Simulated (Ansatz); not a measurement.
# Ti: how well frozen cores do

Aim: solve Ti at one geometry with LAPW, all electrons, PAW on the default files and datasets made for this crystal, and see where they agree.

Program: Ansatz 0.2.0. Level of theory: DFT PBE, scalar-relativistic. These are calculated values, not measurements.

### 1 The starting structure

Symmetry: P6_3/mmc, No. 194, hexagonal system. Conventional cell: a = 2.950 Å, b = 2.950 Å, c = 4.686 Å, α = 90.00°, β = 90.00°, γ = 120.00°. Ti (site symmetry -6m2) is surrounded by 12 Ti at 2.90 to 2.95 Å.

As a file:

```
CELL_PARAMETERS angstrom
2.95000 0.00000 0.00000
-1.47500 2.55477 0.00000
0.00000 0.00000 4.68600
ATOMIC_POSITIONS crystal
Ti 0.33333 0.66667 0.25000
Ti 0.66667 0.33333 0.75000
```

The cell is a deposited one (Crystallography Open Database entry 9008517); the temperature and pressure of the measurement aren't taken into account, and nothing was relaxed.

Atoms are numbered in the order of the input: Ti1, Ti2.

### 2 LAPW, all electrons

File input.yaml:

```yaml
crystal:
  lattice:
    - [2.9499978604, 0.0, 0.0]
    - [-1.4749989302, 2.5547730882, 0.0]
    - [0.0, 0.0, 4.686]
  atoms:
    - { symbol: Ti, position: [0.3333333333, 0.6666666667, 0.25] }
    - { symbol: Ti, position: [0.6666666667, 0.3333333333, 0.75] }
kpoints:
  mp_grid: { grid: [13, 13, 7] }
  band_path:
    path:
      - [0.0, 0.0, 0.0]
      - [0.5, 0.0, 0.0]
      - [0.3333333333, 0.3333333333, 0.0]
      - [0.0, 0.0, 0.0]
      - [0.0, 0.0, 0.5]
      - [0.5, 0.0, 0.5]
      - [0.3333333333, 0.3333333333, 0.5]
      - [0.0, 0.0, 0.5]
      - [0.5, 0.0, 0.5]
    npoints: 14
scf:
  occupations: { method: fermi_dirac, width: 0.08 }
hamiltonian:
  xc: pbe
  pseudopotentials: { kind: all_electron, lapw: { basis_error: 0.0005 } }
output:
  forces: true
  stress: true
  eigenvalues: true
  populations: true
  dos: { projected: true, de: 0.2, e_range: [-14, 8] }
```

Run with:

```console
$ ansatz run input.yaml --threads 1 --pin off --max-ram 3072MiB --backend cpu --events-out ev --progress --plain --runs-dir out
```

What it wrote, shortened:

```text
Ti: projections on atomic orbitals take those of the free atom 1s2 2s2 2p6 3s2 3p6 3d2 4s2, of charge +0.00 (hamiltonian.pseudopotentials.projection_atoms)
LAPW: plane waves up to 7.884 Å⁻¹, error target 5.0e-4 eV per atom; small_component_spin mean_spin; Ti in spheres of 1.448 Å, 12 of its electrons in bands, Dirac shells []
[...]
Pseudopotentials: kind: all_electron
Pseudopotential: Ti, LAPW, valence charge 12, Koelling and Harmon's equation, gaussian nucleus
Functional definition: PBE
[...]
Crystal: 2 atoms, lattice volume = 35.316 Å³
Basis set: ecut = 236.82685902639344 eV, 299 PW (Γ), exchange–correlation at level 2
Bands: 16, of which v1, the nominal top of the filled ones, is band 12 counted from 1 (11 counted from 0)
Symmetry: 24 space group operations
Space group: P63/mmc (ITA 194), of the structure as read, at distance tolerance 3.3e-5 Å
k-points: 84 of 1183
[...]
SCF iter   1: F=—  HF=-46467.051159 eV  |F-HF|=—  |Δ(HF+E_count)|=         —  Δρ=2.57e-2  dr2=1.72e-1  ethr=7.12e-4  ⟨swp⟩=2.6  Hψ=9554  notcnv=0
[...]
the basis was enlarged: its passes take 622.3 KiB over the memory plan, 1 of 1 planned eigensolver slots
[...]
SCF iter   6: F=-46466.681510 eV  HF=-46466.681510 eV  |F-HF|=2.44e-9  |Δ(HF+E_count)|=   1.36e-6  Δρ=5.19e-6  dr2=7.50e-9  ethr=8.05e-9  ⟨swp⟩=2.9  Hψ=4479  notcnv=0
[...]
NSCF: frozen V_eff on 113 k-points
SCF converged after 6 iterations
Free energy (F): -46466.681510 eV
[...]
E sigma→0 (E₀):  -46466.657314 eV
Entropy (-TS):   -0.048392 eV (-24.196 meV/atom)
Fermi energy:    13.518600 eV
[...]
--- Forces (eV/Å), atoms counted from 1 ---
  atom   1  Ti     0.00000000    -0.00000000     0.00000000
  atom   2  Ti     0.00000000     0.00000000     0.00000000
[...]
--- Stress (GPa, compression-positive) ---
       -1.453122       0.000000       0.000000
       -0.000000      -1.453122       0.000000
        0.000000       0.000000      -1.835426
  P = ⅓ Tr σ = -1.5806 GPa (-15.806 kbar)
--- Band table (eV; the first three rows and the last of 84) ---
  k-point 0: bands = ["-43.3115", "-43.1839", "-19.8930", "-19.2864", "-19.2864", "-19.2224", "-19.1915", "-19.1915", "7.3807", "10.8840", "14.2214", "14.3011", "14.3011", "14.3938", "14.7837", "14.7837"]
[...]
--- Löwdin populations: 2 sites ---
  site symbol       q [e]
     0     Ti     21.8722
     1     Ti     21.8722
  spilling = 0.005811 (of n_electrons = 44.000000)
```

Wall time 8.7 s (1 thread of Intel Xeon 6975P-C (Granite Rapids), shared host); peak memory 0.36 GiB.

In short: pressure -1.58 GPa; no gap.

At the corners of the path (eV, zero at the Fermi level):

```
point  band 9  band 10  band 11  band 12  band 13  band 14  band 15
    Γ   -6.14    -2.63     0.70     0.78     0.78     0.88     1.27
    M   -2.31    -2.10    -1.80    -0.63     0.51     0.62     1.16
    K   -1.62    -1.36    -1.36    -1.27     0.24     0.24     1.48
    Γ   -6.14    -2.63     0.70     0.78     0.78     0.88     1.27
    A   -4.31    -4.31     0.09     0.09     0.69     0.69     0.69
    L   -2.49    -2.49    -0.79    -0.79     1.29     1.29     1.73
    H   -1.21    -1.21    -1.04    -1.04    -0.22    -0.22     1.66
    A   -4.31    -4.31     0.09     0.09     0.69     0.69     0.69
    L   -2.49    -2.49    -0.79    -0.79     1.29     1.29     1.73
```

States per cell, counted by energy window (eV from the Fermi level, on a grid of 0.20 eV):

```
from  to  total  Ti 3d  Ti 4s
  -7  -6   0.00   0.00   0.00
  -6  -5   0.13   0.00   0.12
  -5  -4   0.30   0.02   0.26
  -4  -3   0.51   0.10   0.39
  -3  -2   1.47   0.88   0.56
  -2  -1   2.46   2.14   0.24
  -1   0   2.91   2.59   0.14
   0   1   3.90   3.54   0.15
   1   2   3.06   2.85   0.08
   2   3   1.11   1.09   0.01
```

### 3 PAW on the default files

input.yaml, as its differences from that of step 2:

```diff
@@ -26,3 +26,3 @@
   xc: pbe
-  pseudopotentials: { kind: all_electron, lapw: { basis_error: 0.0005 } }
+  pseudopotentials: { kind: paw }
 output:
@@ -31,3 +31,9 @@
   eigenvalues: true
+  efg: { contact_densities: true }
   populations: true
+  bader: true
   dos: { projected: true, de: 0.2, e_range: [-14, 8] }
+  write_density: true
+  write_potential: true
+  elf: true
+  volumetric_format: npy
```

Run with:

```console
$ ansatz run input.yaml --threads 1 --pin off --max-ram 3072MiB --backend cpu --events-out ev --progress --plain --runs-dir out
```

What it wrote:

```text
Engine: ansatz 0.2.0
Pseudopotentials: kind: paw
Pseudopotential: Ti, paw, valence charge 12, recommended cutoff 420 eV (normal)
Functional definition: PBE
  parameter kappa = 0.804
  parameter beta = 0.06672455060314922
  exchange = pbe_x(kappa = kappa, mu = beta*pi^2/3)
  correlation = pbe_c(beta = beta)
Crystal: 2 atoms, lattice volume = 35.316 Å³
Basis set: ecut = 420 eV, 687 PW (Γ), exchange–correlation on 40×40×64 points (8 copies of the dense FFT grid, shifted against one another)
Bands: 16, of which v1, the nominal top of the filled ones, is band 12 counted from 1 (11 counted from 0)
Symmetry: 24 space group operations
Space group: P63/mmc (ITA 194), of the structure as read, at distance tolerance 3.3e-5 Å
k-points: 84 of 1183
Non-local potential: Ti, projectors of the file, l = 0: 3, l = 1: 2, l = 2: 3, l = 3: 1
PAW form: soft (Blöchl's): semilocal exchange-correlation on the pseudo side does not see the compensation charge
PAW one-centre angular grid: Ti, 590 points (default); XC on 64 Gauss nodes
Initial density: superposition of atomic densities (neutral atoms: chi_scale 0, normalization atom), corrected by the library's trained network
Initial wavefunctions: pseudopotential atomic-orbital guess
Functional: x = pbe(κ = 0.804, μ = 0.2195149727645171), c = pbe(β = 0.06672455060314922)
SCF iter   1: F=—  HF=-4999.353751 eV  |F-HF|=—  |Δ(HF+E_count)|=         —  Δρ=4.41e-3  dr2=3.19e-3  ethr=1.77e-3  ⟨swp⟩=3.8  Hψ=5466  notcnv=0
preconditioner: auto → none  [metal: Δε(μ)=0.009 eV  Ē_g=2.799 eV  σ=0.080 eV  W_gap=0.03  n_scr=8 (ndim 8)  ℏωp=17.7 eV  f_vac=0.000  D(μ)=2.17/eV (n_scr^D=22)  sad-step TF]
SCF iter   2: F=—  HF=-4999.353102 eV  |F-HF|=—  |Δ(HF+E_count)|=   6.49e-4  Δρ=2.24e-3  dr2=8.87e-4  ethr=1.33e-5  ⟨swp⟩=1.0  Hψ=2016  notcnv=0
SCF iter   3: F=—  HF=-4999.353298 eV  |F-HF|=—  |Δ(HF+E_count)|=   1.97e-4  Δρ=2.81e-4  dr2=1.17e-5  ethr=3.70e-6  ⟨swp⟩=2.4  Hψ=1990  notcnv=0
SCF iter   4: F=—  HF=-4999.353328 eV  |F-HF|=—  |Δ(HF+E_count)|=   3.04e-5  Δρ=7.72e-5  dr2=1.81e-6  ethr=4.86e-8  ⟨swp⟩=2.4  Hψ=2385  notcnv=0
iter 5 did not close the SCF: its close was put off for the readings that it lacked (scf_convergence_deferred on its scf_iter line)
SCF iter   5: F=-4999.353328 eV  HF=-4999.353328 eV  |F-HF|=2.57e-10  |Δ(HF+E_count)|=   5.53e-7  Δρ=9.24e-6  dr2=1.96e-8  ethr=7.55e-9  ⟨swp⟩=2.7  Hψ=2607  notcnv=0
SCF iter   6: F=-4999.353328 eV  HF=-4999.353328 eV  |F-HF|=3.64e-12  |Δ(HF+E_count)|=   4.43e-9  Δρ=7.22e-7  dr2=9.61e-11  ethr=8.15e-11  ⟨swp⟩=4.0  Hψ=6564  notcnv=0
SCF 1 converged in 6 iterations: F = -4999.353328 eV  dr2 = 9.61e-11
NSCF: frozen V_eff on 113 k-points
SCF converged after 6 iterations
Free energy (F): -4999.353328 eV
Harris-Foulkes:  -4999.353328 eV  (|F-HF|=3.64e-12)
Internal energy: -4999.304912 eV  (E = F + TS)
E sigma→0 (E₀):  -4999.329120 eV
Entropy (-TS):   -0.048416 eV (-24.208 meV/atom)
Fermi energy:    13.112448 eV
--- Per-component energies (eV) ---
  E_band       = -321.408911
  E_kinetic    = 543.884056
  E_local      = -1643.756199  (includes V_loc(G=0)·N_el)
  E_nonlocal   = 16.037969
  E_hartree    = 673.704244
  E_xc         = -194.655029
  E_vxc        = -243.493167  (∫ρ·V_xc dr)
  E_paw        = -2094.998932  (= ΣΔE_a)
  E_vpaw       = -341.490126  (= ΣTr[D̂ρ^β])
  E_aug_tail   = 0.000249  (compensation charges beyond the density's cutoff)
  E_ewald      = -2299.521270
  E_smearing   = -0.048416  (= −TS)
  E_closure    = -0.000000  (closes the sum)
  Σ components = -4999.353328   (vs F -4999.353328, Δ=0.00e0)
--- Forces (eV/Å), atoms counted from 1 ---
  atom   1  Ti     0.00000000    -0.00000000     0.00000000
  atom   2  Ti     0.00000000     0.00000000     0.00000000
  max |Σ_I F_I| component: 7.40e-17 eV/Å
--- Stress (GPa, compression-positive) ---
       -1.443135      -0.000000       0.000000
        0.000000      -1.443135       0.000000
        0.000000       0.000000      -1.825975
  P = ⅓ Tr σ = -1.5707 GPa (-15.707 kbar)
--- PAW observables at the nuclei: V_zz in 10²¹ V/m², potentials from the cell's mean, atoms counted from 1 ---
  atom   1  Ti V_zz =    +1.827643   η = 0.0000   by run symmetry: allowed
            electrostatic potential = -2530.914700 V   contact ρ = 56791.415296 e/Å³
  atom   2  Ti V_zz =    +1.827643   η = 0.0000   by run symmetry: allowed
            electrostatic potential = -2530.914700 V   contact ρ = 56791.415296 e/Å³
--- Band table (eV; the first three rows and the last of 84) ---
  k-point 0: bands = ["-43.7159", "-43.5882", "-20.2979", "-19.6900", "-19.6900", "-19.6270", "-19.5951", "-19.5951", "6.9739", "10.4779", "13.8162", "13.8949", "13.8949", "13.9871", "14.3778", "14.3778"]
  k-point 1: bands = ["-43.7097", "-43.5946", "-20.2659", "-19.6853", "-19.6853", "-19.6615", "-19.5998", "-19.5998", "7.1425", "10.3793", "13.5526", "13.8230", "13.8230", "13.8948", "14.2896", "14.2896"]
  k-point 2: bands = ["-43.6921", "-43.6125", "-20.1756", "-19.7575", "-19.6722", "-19.6722", "-19.6130", "-19.6130", "7.6293", "9.9824", "13.1635", "13.6482", "13.7398", "13.7398", "14.0879", "14.0879"]
  k-point 83: bands = ["-43.5775", "-43.5748", "-20.1251", "-20.1191", "-19.9622", "-19.9168", "-19.7290", "-19.7193", "11.6740", "11.7145", "12.1748", "12.3087", "12.8641", "12.9737", "14.6308", "14.9567"]
--- Löwdin populations: 2 sites ---
  site symbol       q [e]
     0     Ti     11.8624
     1     Ti     11.8624
  spilling = 0.011465 (of n_electrons = 24.000000)
--- Bader charges: 2 sites ---
  site symbol  charge [e]  shift [e]
     0     Ti      0.0000     0.0000
     1     Ti      0.0000     0.0000
  estimated error of the sums over rays = 3.3e-4 e
```

Wall time 7.8 s (1 thread of Intel Xeon 6975P-C (Granite Rapids), shared host); peak memory 0.42 GiB.

This run gives: pressure -1.57 GPa; no gap; Vzz Ti1 1.83 (η = 0.00) (10²¹ V/m²).

```
atom  Bader charge (e)  basin volume (Å³)
 Ti1             +0.00              17.66
```

Density in a lattice plane of the grid's cell (edges 2.95 and 4.69 Å, at 0.333 of the third edge), which holds Ti.

Ten even steps from ' ' (0.17 e/Å³) to '@' (10.07 e/Å³):
```
                                
                  ....::..      
                ::==++++==::..  
              ..==##%%%%##++::  
              ::++%%@@@@@@**--  
              ..==##%%%%##++::  
                ::==++++==::..  
                  ....::..      
                                
                                
                                
                                
                                
                                
                                
                                
                                
                                
                                
                                
```
Columns run along the first of these edges and rows up along the second, over one cell in 16 and 20 even steps from the bottom left corner. Atoms in the plane (fractional): Ti at (0.67, 0.75).

ELF in the same plane.

Values, 12 rows by 8 columns:
```
0.18 0.46 0.37 0.13 0.22 0.46 0.40 0.14
0.12 0.30 0.21 0.21 0.59 0.53 0.58 0.51
0.16 0.23 0.17 0.34 0.58 0.06 0.19 0.64
0.12 0.30 0.21 0.21 0.59 0.53 0.58 0.51
0.18 0.46 0.37 0.13 0.22 0.46 0.40 0.14
0.32 0.38 0.37 0.29 0.22 0.21 0.21 0.24
0.18 0.12 0.13 0.24 0.47 0.62 0.60 0.39
0.12 0.17 0.15 0.14 0.42 0.71 0.65 0.29
0.16 0.32 0.27 0.15 0.38 0.70 0.63 0.24
0.12 0.17 0.15 0.14 0.42 0.71 0.65 0.29
0.18 0.12 0.13 0.24 0.47 0.62 0.60 0.39
0.32 0.38 0.37 0.29 0.22 0.21 0.21 0.24
```
Columns run along the first of these edges and rows up along the second, over one cell in 8 and 12 even steps from the bottom left corner. Atoms in the plane (fractional): Ti at (0.67, 0.75).

Both are smooth fields of the valence electrons: close to the nuclei they are not physical.

The highest ELF values outside the cores: 0.76 between the atoms, 2.1 Å from Ti.

### 4 Datasets made for this crystal

input.yaml, as its differences from that of step 3:

```diff
@@ -21,3 +21,3 @@
       - [0.5, 0.0, 0.5]
-    npoints: 14
+    npoints: 8
 scf:
@@ -26,3 +26,3 @@
   xc: pbe
-  pseudopotentials: { kind: paw }
+  pseudopotentials: { kind: all_electron, datasets: crystal }
 output:
@@ -32,8 +32 @@
   efg: { contact_densities: true }
-  populations: true
-  bader: true
-  dos: { projected: true, de: 0.2, e_range: [-14, 8] }
-  write_density: true
-  write_potential: true
-  elf: true
-  volumetric_format: npy
```

Run with:

```console
$ ansatz run input.yaml --threads 1 --pin off --max-ram 3072MiB --backend cpu --events-out ev --progress --plain --runs-dir out
```

What it wrote, shortened:

```text
[...]
band count auto-derived: 13 (N_el = 8.0; filled up to band 4; 8 by the electrons, moments and atoms)
[...]
Pseudopotentials: kind: all_electron
Pseudopotential: Ti, paw, valence charge 12, recommended cutoff 260 eV (normal), Koelling and Harmon's equation, gaussian nucleus
Functional definition: PBE
[...]
Crystal: 2 atoms, lattice volume = 35.316 Å³
Basis set: ecut = 260 eV, 313 PW (Γ), exchange–correlation on 32×32×50 points (8 copies of the dense FFT grid, shifted against one another)
Bands: 13, of which v1, the nominal top of the filled ones, is band 4 counted from 1 (3 counted from 0)
Symmetry: 24 space group operations
Space group: P63/mmc (ITA 194), of the structure as read, at distance tolerance 3.3e-5 Å
k-points: 84 of 1183
[...]
SCF iter   1: F=—  HF=-46467.169508 eV  |F-HF|=—  |Δ(HF+E_count)|=         —  Δρ=6.19e-2  dr2=1.41e0  ethr=1.77e-2  ⟨swp⟩=2.0  Hψ=6760  notcnv=0
[...]
  atom   1  Ti     0.00000000    -0.00000000     0.00000000
  atom   2  Ti     0.00000000     0.00000000     0.00000000
[...]
--- Stress (GPa, compression-positive) ---
       -1.453248      -0.000000       0.000000
       -0.000000      -1.453248       0.000000
        0.000000       0.000000      -1.835128
  P = ⅓ Tr σ = -1.5805 GPa (-15.805 kbar)
  It holds what live shells' own plane waves past their cutoff add
--- PAW observables at the nuclei: V_zz in 10²¹ V/m², potentials from the cell's mean, atoms counted from 1 ---
  atom   1  Ti V_zz =    +1.797938   η = 0.0000   by run symmetry: allowed
            electrostatic potential = -2530.834729 V   contact ρ = 56838.814883 e/Å³
  atom   2  Ti V_zz =    +1.797938   η = 0.0000   by run symmetry: allowed
            electrostatic potential = -2530.834729 V   contact ρ = 56838.814883 e/Å³
--- Band table (eV; the first three rows and the last of 84) ---
  k-point 0: bands = ["7.3807", "10.8841", "14.2215", "14.3011", "14.3011", "14.3938", "14.7838", "14.7838", "15.1480", "15.1480", "16.6342"]
[...]
```

It took 6.9 s on 1 thread of Intel Xeon 6975P-C (Granite Rapids), shared host; peak memory 0.43 GiB.

Result: pressure -1.58 GPa; no gap; Vzz Ti1 1.80 (η = 0.00) (10²¹ V/m²).

```
atom  contact density (e/Å³)
 Ti1                56838.81
```

### 5 The methods compared

```
          method  pressure (GPa)  Vzz Ti1 (10²¹ V/m²)  SCF cycles, all passes
            LAPW           -1.58                    –                       6
             PAW           -1.57                 1.83                       6
crystal datasets           -1.58                 1.80                       7
```

### 6 What came out

```
           quantity                                              value
           pressure  LAPW -1.58, PAW -1.57, crystal datasets -1.58 GPa
         gap (LAPW)                                               none
Bader charges (PAW)                                        Ti1 +0.00 e
  highest ELF (PAW)                               0.76, 2.07 Å from Ti
```

At this geometry the cell is under tension of 1.6 GPa, so it would shrink if let go. Bands cross the Fermi level: the crystal is a metal at this level. Within 0.3 eV of the Fermi level the largest projected share is Ti 3d (96 %). The projection holds only the free atom's occupied shells (Ti 4s, Ti 3d in this range). The field gradient at Ti1, the largest by crystal datasets, is 1.83 by PAW and 1.80 by crystal datasets (10²¹ V/m²), within 5 %. In pressure, PAW differs from LAPW by less than 0.01 GPa.
